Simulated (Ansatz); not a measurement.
## Screening in AlN (P6_3mc)

Wanted: ε∞ of AlN (P6_3mc) from perturbation theory, a sum over states and the RPA step of G0W0, with cost.

Program: Ansatz 0.2.0. Level of theory: linear response on PBE, plane waves, PAW. Results are calculated unless marked as measured.

Most raw output is cut from this account.

The database entry behind the starting cell differs from later determinations by our own check (inner coordinate u about 0.002 short), so it need not match the best structure at ambient conditions.

## 1. The structure

The structure is hexagonal, space group P6_3mc (No. 186). The conventional cell has a = 3.113 Å, b = 3.113 Å, c = 4.981 Å, α = 90.00°, β = 90.00°, γ = 120.00°. Al has 4 N at 1.89 Å nearest. N has 4 Al at 1.89 Å nearest. Farther neighbours and most contacts between anions are not listed.

The cell and positions come from the Crystallography Open Database and are kept as given unless a step says otherwise. The default PAW set here is soft_1. Its files were made with PBE.

## 2. Response to a homogeneous field

The response to a uniform field gives ε∞, a yardstick for the screening that GW builds on its mesh.

This step: dielectric response by perturbation theory, PBE, plane waves, PAW.

File input.yaml:

```yaml
crystal:
  lattice:
    - [3.113, 0.0, 0.0]
    - [-1.5565, 2.695937082, 0.0]
    - [0.0, 0.0, 4.981]
  atoms:
    - { symbol: Al, position: [0.3333333333, 0.6666666667, 0.0] }
    - { symbol: Al, position: [0.6666666667, 0.3333333333, 0.5] }
    - { symbol: "N", position: [0.3333333333, 0.6666666667, 0.38] }
    - { symbol: "N", position: [0.6666666667, 0.3333333333, 0.88] }
kpoints:
  mp_grid: { grid: [9, 9, 4] }
hamiltonian:
  xc: pbe
  pseudopotentials: { kind: paw, azcp: { folder: "./paw" } }
scf:
  occupations: { method: fixed }
dielectric: {}
```

Command:

```
> ansatz run input.yaml --threads 3 --pin off --max-ram 92160MiB --backend cuda --events-out ev --progress --plain --runs-dir out --devices 1 --max-vram 13GiB
```

The job ended after 38 s (1 × NVIDIA H100 80GB HBM3 (shared by 6 runs) with 3 threads of AMD EPYC 7R13 (Zen 3), shared host; peak memory 1.2 GiB; 26 s of CPU time).

Numbers from this step:

- stated error of ε∞: 0.013

One over ε∞ averages 0.22, near the quarter of exact exchange in PBE0.

High-frequency dielectric tensor:

```
4.45 0.00 0.00
0.00 4.45 0.00
0.00 0.00 4.65
```

Born effective charge (e), principal values of the symmetric part by kind of site:

```
atom  atoms with these values    low  middle   high   mean
 Al1                        2   2.53    2.53   2.68   2.58
  N3                        2  -2.68   -2.53  -2.53  -2.58
```

In full for Al1:

```
2.53 0.00 0.00
0.00 2.53 0.00
0.00 0.00 2.68
```

## 3. Independent-particle spectrum

The independent-particle spectrum shows where the oscillator strength lies, before excitons and local fields.

This step: independent-particle optics on PBE, plane waves, PAW.

Changes to input.yaml since step 2:

```diff
@@ -11,3 +11,3 @@
 kpoints:
-  mp_grid: { grid: [9, 9, 4] }
+  mp_grid: { grid: [12, 12, 6] }
 hamiltonian:
@@ -17,2 +17,4 @@
   occupations: { method: fixed }
-dielectric: {}
+  n_extra_bands: 28
+output:
+  optics: { e_range: [0, 25], de: 0.1, sigma: 0.2 }
```

It took 23 s on 1 × NVIDIA H100 80GB HBM3 (shared by 6 runs) with 3 threads; peak memory 1.2 GiB.

This step gave:

```yaml
eps_infinity_without_local_fields_xx_yy_zz: 4.591, 4.591, 4.774
electrons_in_the_f_sum_xx_yy_zz: 12.87, 12.87, 12.82
bands_in_the_explicit_sum_the_static_value_is_completed_to_all_bands: 36
```

The sum gives ε∞ = 4.59 and 4.77 without local fields.

The ε₂ has structure finer than the step of the table below, so its rows give means over 1 eV, whole bins alone (the curve runs from 0 to 25 eV). Peaks (eV: height): xx=yy 7.9: 9.48, 10.8: 6.82, 11.8: 5.77; zz 6.8: 9.87, 9.8: 7.11, 11.8: 7.18.

Independent particles, no local fields, Gaussian width 0.2 eV. Table of ε₂ by photon energy; means over each step:

```
photon energy (eV)   xx=yy     zz
                 3       0      0
                 4  0.0461  0.121
                 5   0.766  0.879
                 6    2.32   3.91
                 7    6.68   9.34
                 8    8.50   5.70
                 9    5.45   4.39
                10    4.44   6.15
                11    5.48   4.57
                12    5.49   5.92
                13    4.57   4.10
                14    2.95   2.50
                15    1.80   1.94
                16    1.20   1.20
                17   0.888  0.883
                18   0.480  0.465
                19   0.410  0.421
                20   0.324  0.391
                21   0.294  0.365
                22   0.242  0.323
                23   0.258  0.284
                24   0.278  0.257
```

Independent particles, no local fields, Gaussian width 0.2 eV. The loss function by photon energy; read off at these points:

```
photon energy (eV)   xx=yy      zz
               3.0       0       0
               4.0  2.1e-5  4.0e-4
               5.0  0.0173  0.0165
               6.0  0.0247  0.0229
               7.0  0.0585  0.0865
               8.0  0.0985   0.198
               9.0   0.168   0.146
              10.0   0.177   0.153
              11.0   0.170   0.245
              12.0   0.183   0.155
              13.0   0.183   0.191
              14.0   0.237   0.285
              15.0   0.258   0.286
              16.0   0.367   0.368
              17.0   0.465   0.498
              18.0   0.650   0.654
              19.0    1.27    1.55
              20.0    2.30    2.23
              21.0    3.26    2.70
              21.5    3.83    2.93
              22.0    3.16    2.84
              23.0    1.76    2.47
              24.0    1.43    1.61
              25.0    1.30    1.30
```

Independent particles, no local fields, Gaussian width 0.2 eV. ε₁ against photon energy:

```
photon energy (eV)    xx=yy       zz
               0.0     4.56     4.75
               0.5     4.58     4.76
               1.0     4.61     4.80
               1.5     4.68     4.88
               2.0     4.78     4.99
               2.5     4.91     5.15
               3.0     5.10     5.37
               3.5     5.36     5.69
               4.0     5.77     6.23
               4.5     6.48     6.88
               5.0     6.76     7.30
               5.5     7.33     8.27
               6.0     8.89     11.3
               6.5     9.05     9.49
               7.0     8.35     4.59
               7.5     6.07     1.83
               8.0     2.62   0.0806
               8.5    0.777     1.81
               9.0    0.955     3.38
               9.5    0.874     3.41
              10.0     2.19    0.338
              10.5     2.46     1.08
              11.0   -0.332   -0.231
              11.5     1.16     2.34
              12.0   -0.157    -1.17
              12.5    -1.12    -1.59
              13.0    -1.79    -2.01
              13.5    -2.23    -2.34
              14.0    -1.94    -1.60
              14.5    -2.15    -1.61
              15.0    -1.92    -1.73
              15.5    -1.58    -1.58
              16.0    -1.35    -1.35
              16.5    -1.17    -1.13
              17.0    -1.07    -1.00
              17.5    -1.01   -0.979
              18.0   -0.704   -0.693
              18.5   -0.516   -0.451
              19.0   -0.394   -0.303
              19.5   -0.302   -0.225
              20.0   -0.194   -0.155
              20.5  -0.0797  -0.0581
              21.0  -0.0221  -3.4e-4
              21.5   0.0455   0.0394
              22.0    0.132   0.0938
              22.5    0.214    0.142
              23.0    0.283    0.186
              23.5    0.317    0.239
              24.0    0.340    0.303
              24.5    0.404    0.357
              25.0    0.380    0.378
```

## 4. RPA screening from the G0W0 run

G0W0 replaces the xc potential by the self-energy, built once from these orbitals. Only a window of levels is corrected, while the sums run over the empty bands that the input names.

This step: G0W0 on PBE, plane waves, PAW.

input.yaml, the sections that differ from step 3:

```yaml
kpoints:
  mp_grid: { grid: [6, 6, 4] }
scf:
  occupations: { method: fixed }
gw:
  n_empty_bands: 268
  ecut_chi: 200.0
  qp_bands: [v2, c2]
  qp_kpoints: band_edges
  screening: { model: contour_deformation }
# crystal, hamiltonian: as in step 3
# output: removed
```

Run time: 18 s. Hardware: 1 × NVIDIA H100 80GB HBM3 (shared by 6 runs) with 3 threads; peak memory 1.4 GiB.

Numbers from this step:

- bands summed: 276
- RPA ε∞ on this mesh (eigenvalues): 4.212, 4.212, 4.363
- plane waves in the screening matrix: 287
- G0W0 gap on the mesh: 5.915 eV
- k of the valence top: 0, 0, 0
- k of the conduction bottom: 0, 0, 0
- starting gap on the mesh: 4.213 eV
- least direct G0W0 gap on the computed points: 5.915 eV

The gap on the mesh goes from 4.21 eV to 5.91 eV, a correction of +1.70 eV. Between the two edge states, bare exchange in place of the xc potential would open the gap by 8.62 eV, and correlation takes back 6.92 eV.

Mean over the mesh in bins of 0.25 1/Å. Static inverse dielectric function, diagonal against length of q+G:

length of q+G (Å⁻¹), static inverse dielectric function, diagonal and a bar from the least value:
```
     0.32      0.250 
     0.46      0.275 #
     0.76      0.328 ###
     1.02      0.383 #####
     1.24      0.436 ########
     1.48      0.488 ##########
     1.73      0.543 ############
     2.00      0.603 ##############
     2.26      0.656 ################
     2.51      0.705 ##################
     2.77      0.751 ####################
     3.01      0.785 ######################
     3.25      0.814 #######################
     3.51      0.841 ########################
     3.76      0.863 #########################
     4.00      0.882 ##########################
     4.24      0.898 ##########################
     4.50      0.914 ###########################
     4.75      0.928 ############################
     5.01      0.939 ############################
     5.25      0.949 ############################
     5.50      0.957 #############################
     5.76      0.964 #############################
     6.00      0.970 #############################
     6.25      0.975 #############################
     6.50      0.980 ##############################
     6.75      0.984 ##############################
     7.00      0.987 ##############################
     7.18      0.989 ##############################
```

## 5. The values together

Times are wall times on 1 × NVIDIA H100 80GB HBM3 (shared by 6 runs) with 3 threads of AMD EPYC 7R13 (Zen 3), shared host, good to a factor of about two.

```
                                          method                            mesh  ε∞, low  middle  high  mean  time
perturbation theory (local fields and xc kernel)  9×9×4 (response on 400 points)     4.45    4.45  4.65  4.51  38 s
               sum over states (no local fields)                         12×12×6     4.59    4.59  4.77  4.65  23 s
           RPA with local fields, on the GW mesh                           6×6×4     4.21    4.21  4.36  4.26  18 s
```

## 6. What came out

```
perturbation theory (local fields and xc kernel) : 4.45, 4.45, 4.65
sum over states (no local fields)                : 4.59, 4.59, 4.77
RPA with local fields, on the GW mesh            : 4.21, 4.21, 4.36
```

Mean Born effective charge: Al1 2.58, N3 -2.58 e. The most distinct maxima of the ε₂ (xx=yy) lie at 7.9, 10.8 and 11.8 eV, the highest at 7.9 eV. The loss function (xx=yy) has its highest peak at 21.5 eV. The sum without local fields gives 4.65 in the mean against 4.51 by perturbation theory; local fields lower ε∞ and the xc kernel gives part of it back, though the sum also carries the error of its own mesh. The RPA values on the 6×6×4 mesh average 0.94 times those of perturbation theory (means 4.26 and 4.51). Without the xc kernel RPA should lie a little lower, as the mean does. PBE usually puts the gap too low, which tends to raise ε∞. Ions are clamped, so the lattice part of the static constant is not in these numbers.

[Paths, hosts, dates, memory and timing lines, banners, echoed tables and standing remarks are left out of the program output.]

[Logs are printed without paths, hosts, clocks, repeated set-up lines and the standing remarks that a program may print on its own settings, such as how far it seeks lower states.]

[Runs of the session that timed out or met a known fault of the program may be left out.]

[Cells called generated may have been cut or substituted from an entry of the Crystallography Open Database or the Materials Project.]

[Hosts, paths, dates, database ids (printed as entryN), source tags and the programs' standing remarks are cut or masked in the printed files.]
